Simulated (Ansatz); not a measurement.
How far is this Al₂P₃ from the hull?

Method: DFT PBE, scalar-relativistic, plane waves, PAW (Ansatz). Settings: cutoff 420 eV, Γ-centred meshes spaced at most about 0.3 Å⁻¹, and about 0.25 Å⁻¹ or finer for metals (2π included), Gaussian smearing. No spin polarisation.

The zero of energy is the elements' standard structures at the same level; no fitted shifts are applied. The references include black phosphorus.

Temperature and zero-point effects are left out. In Al2P3 P-3m1 an odd number of electrons in the primitive cell allows no gap without spin; a larger cell or a magnetic state could open one. The reference form of P is held partly by dispersion forces, which this level lacks.

The competitors are the elements and 1 reference phase of this chemical system (from databases or known types: AlP), relaxed at the same level; other known phases may be missing.

The candidate was reached from: Mg3Sb2 type (P-3m1).

```
Al P
1.0
     3.46326    0.00000    0.00000
    -1.73163    2.99927    0.00000
     0.00000    0.00000    7.84179
Al P
2 3
Direct
  0.33333 0.66667 0.18822
  0.66667 0.33333 0.81178
  0.33333 0.66667 0.60122
  0.66667 0.33333 0.39878
  0.00000 0.00000 0.00000
```

Question: Into what would it decompose?

Answer: Its formation energy is -0.053 eV/atom. The lowest competing mixture at this composition is this:

```csv
phase,space group,source,share of atoms,ΔE_f (eV/atom)
P,-,element,0.2000,-0.0005
AlP,F-43m (No. 216),Materials Project,0.8000,-0.633
```

The lowest database cell of P (-0.0005) lies slightly below the reference, hence the non-zero entry.

The mixture lies at -0.507 eV/atom, and the candidate lies 0.45 eV/atom above it. The candidate matches no cell in the subsets of the Crystallography Open Database and the Materials Project at hand. The margin is far too high for a likely synthesis.
